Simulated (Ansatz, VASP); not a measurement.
## Two plane-wave programs on GaN

Contents of POSCAR:

```
GaN
1.0
    0.0000000000      2.1085152370      2.1085152370
    2.1085152370      0.0000000000      2.1085152370
    2.1085152370      2.1085152370      0.0000000000
Ga N
1 1
Direct
    0.0000000000      0.0000000000      0.0000000000
    0.5000000000      0.5000000000      0.5000000000
```

The input INCAR.step1:

```
  ALGO = Normal
  EDIFF = 1E-4
  ENCUT = 520
  GGA = PE
  ISMEAR = 0
  LASPH = True
  LCHARG = False
  LREAL = False
  LWAVE = True
  NBANDS = 16
  NELM = 60
  PREC = Accurate
  SIGMA = 0.01
```

File INCAR.step2:

```
  ALGO = Normal
  EDIFF = 1E-6
  ENCUT = 520
  ISIF = 2
  ISMEAR = 0
  ISTART = 1
  LASPH = True
  LCHARG = True
  LELF = True
  LMIXTAU = True
  LREAL = False
  LVHAR = True
  LWAVE = False
  METAGGA = R2SCAN
  NBANDS = 16
  NELM = 60
  PREC = Accurate
  SIGMA = 0.01
```

Contents of KPOINTS:

```
k-points
0
Gamma
  10 10 10
```

Input for Ansatz:

```yaml
crystal:
  lattice:
    - [0.0, 2.108515237, 2.108515237]
    - [2.108515237, 0.0, 2.108515237]
    - [2.108515237, 2.108515237, 0.0]
  atoms:
    - { symbol: Ga, position: [0.0, 0.0, 0.0] }
    - { symbol: "N", position: [0.5, 0.5, 0.5] }
kpoints:
  mp_grid: { grid: [10, 10, 10] }
  band_path:
    path:
      - [0.0, 0.0, 0.0]
      - [0.5, 0.0, 0.5]
      - [0.625, 0.25, 0.625]
      - [0.375, 0.375, 0.75]
      - [0.5, 0.5, 0.5]
      - [0.5, 0.25, 0.75]
      - [0.0, 0.174479, -0.177083]
      - [0.0, 0.5, 0.5]
    npoints: 1
hamiltonian:
  xc: r2scan
scf:
  occupations: { method: fixed }
  n_extra_bands: 4
output:
  forces: true
  stress: true
  eigenvalues: true
```

The cell was built by a generator and needn't be a form met in nature.

Alike in both runs: task single point; functional r2SCAN; k mesh 10 × 10 × 10; no spin polarisation.

```csv
,VASP,Ansatz
version,VASP 6.6.1,Ansatz 0.2.0
potentials or method,"VASP PAW PBE potentials, release 64 (Ga_d, N)","plane waves, PAW"
plane-wave cutoff (eV),520,500
occupations,"gaussian, width 0.01 eV",fixed
valence electrons in the cell,18,18
```

```tsv
	VASP	Ansatz	Ansatz less VASP
gap on the k mesh at the Fermi level (eV)	1.18	1.20	+0.023
pressure (GPa)	1.3	0.0	-1.34
```

Caveats: the PAW data sets were made with another functional, which shifts forces and pressure a little (VASP). A k mesh can miss the band edges. r2SCAN opens gaps a little over a GGA but as a rule still falls short of measured ones.
